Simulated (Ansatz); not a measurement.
Rocksalt RbBr, relaxed with r2SCAN in the plane-wave code Ansatz: space group Fm-3m (No. 225), cubic; a = 6.922 Å in the conventional setting, 41.45 Å³ an atom. Around Rb lie 6 Br at 3.46 Å; around Br lie 6 Rb at 3.46 Å. It was then strained (isotropic on every length). Unstrained, HSE06 gives 5.443 eV (Γ, 4×4×4 mesh), and the band edges keep their places in every row. Stress is positive in compression. No spin polarisation and no zero-point or thermal motion.

```tsv
strain (%)	ln(V/V₀)	ΔE_g, HSE06 (eV)	Δpressure, r2SCAN (GPa)
-4.0	-0.1225	+0.354	+2.36
-2.11	-0.0640	+0.179	+1.06
+1.98	+0.0588	-0.154	-0.72
+3.97	+0.1168	-0.297	-1.23
```

(1) Fit ΔE_g = a x + b x² to these rows by least squares, with x = ln(V/V₀).

(2) Fit the change of pressure in the same way.

(3) Predict the withheld row at -3.0 % (x = -0.0914).

Answers

(1) The normal equations take Σx² = 3.620e-02, Σx³ = -3.037e-04, Σx⁴ = 4.400e-04, ΣxΔE = -9.857e-02 and Σx²ΔE = 1.461e-03, and give a = -2.71 eV, b = +1.4 eV; the largest residual is 0.000 eV. a is the volume deformation potential of this gap.

(2) Δpressure = -14.7 x + (36) x² GPa. So B₀ = 14.7 GPa and B′ ≈ 2 × 36/14.7 = 4.9; two terms over so wide a range bias B₀ by a few per cent and B′ by more; the gap's pressure coefficient at zero is −a/B₀ = +184 meV/GPa, with HSE06's a and r2SCAN's B₀.

(3) ΔE_g ≈ -2.71 × (-0.0914) + (1.4) × (-0.0914)² = +0.259 eV, and Δpressure ≈ +1.64 GPa. The runs give +0.259 eV and +1.63 GPa, off by 0.000 eV and -0.01 GPa.

The runs are scalar-relativistic, without spin-orbit coupling.

The meshes of the hybrids are coarse, so their gaps aren't converged to the digits shown.
